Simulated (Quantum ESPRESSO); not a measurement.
**Nb under changes of volume**

One of the cells (18.428 Å³/atom); the others are scaled copies at fixed shape and fractional positions:

```xyz
1
Lattice="-1.6640 1.6640 1.6640 1.6640 -1.6640 1.6640 1.6640 1.6640 -1.6640" Properties=species:S:1:pos:R:3 pbc="T T T"
Nb    0.0000    0.0000    0.0000
```

```yaml
Program: Quantum ESPRESSO 7.5
Functional: PBE
Dispersion: D3(BJ)
Potentials_or_basis: PseudoDojo 0.4.1 SR PBE standard
Cutoff: 1116 eV
Density_cutoff: 4463 eV
k_mesh: 11 × 11 × 11
Occupations: fermi-dirac, width 0.05 eV
Spin: no spin polarisation
```

```csv
volume (Å³/atom),energy over the lowest point (meV/atom),pressure (GPa)
17.322,?,?
17.691,0.00,-0.4
18.060,4.64,-3.9
18.428,17.07,-7.2
18.797,36.75,-10.1
19.165,63.05,-12.8
19.534,95.35,-15.3
```

Question: What does the run at 17.322 Å³/atom give?

Answer: Energy over the lowest point 3.78 meV/atom; pressure 3.5 GPa.

Worked out: A Birch-Murnaghan fit of order 3 (a polynomial in V^(-2/3)) to the other rows has its minimum at 17.67 Å³/atom, just outside them, with B0 = V·E''(V) = 180 GPa and B' = 3.3. It gives 4.02 meV/atom at 17.322 Å³/atom, against the run's 3.78, and -dE/dV = 3.7 GPa, against 3.5.

Energies are extrapolated to zero smearing.

Caveats: pairwise dispersion overbinds metals, which lowers pressure and volume.
